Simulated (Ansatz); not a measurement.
A run of Ansatz 0.2.0:

input.yaml

```yaml
crystal:
  lattice:
    - [0.0, 2.2239077028, 2.2239077028]
    - [2.2239077028, 0.0, 2.2239077028]
    - [2.2239077028, 2.2239077028, 0.0]
  atoms:
    - { symbol: Mn, position: [0.0, 0.0, 0.0], spin: 4.0 }
    - { symbol: O, position: [0.5, 0.5, 0.5] }
hamiltonian:
  xc: r2scan
  pseudopotentials: { kind: paw }
magnetization:
  spin_polarized: true
kpoints:
  mp_grid: { grid: [10, 10, 10] }
  band_path:
    path:
      - [[0.0, 0.0, 0.0], [0.5, 0.0, 0.5], [0.5, 0.25, 0.75], [0.375, 0.375, 0.75], [0.0, 0.0, 0.0], [0.5, 0.5, 0.5], [0.625, 0.25, 0.625], [0.5, 0.25, 0.75], [0.5, 0.5, 0.5], [0.375, 0.375, 0.75]]
      - [[0.625, 0.25, 0.625], [0.5, 0.0, 0.5]]
    npoints: 14
scf:
  occupations: { method: fermi_dirac, width: 0.05 }
  n_extra_bands: 6
output:
  forces: true
  stress: true
  eigenvalues: true
  fatbands: false
```

Potentials or basis: Ansatz PAW.

Launch:

```sh
$ ansatz run input.yaml --threads 2 --pin off --max-ram 5632MiB --backend cpu --events-out ev --progress --plain --runs-dir out
```

Hardware: 2 threads of Intel(R) Xeon(R) Platinum 8488C (Sapphire Rapids) (shared host).

Q: How long does it take, and how much memory?

A: Wall time 4.7 s on 2 threads of Intel(R) Xeon(R) Platinum 8488C (Sapphire Rapids) (shared host), peak memory 0.43 GiB. Counts: scf iterations 14, plane waves 537, k points 47, bands 17.
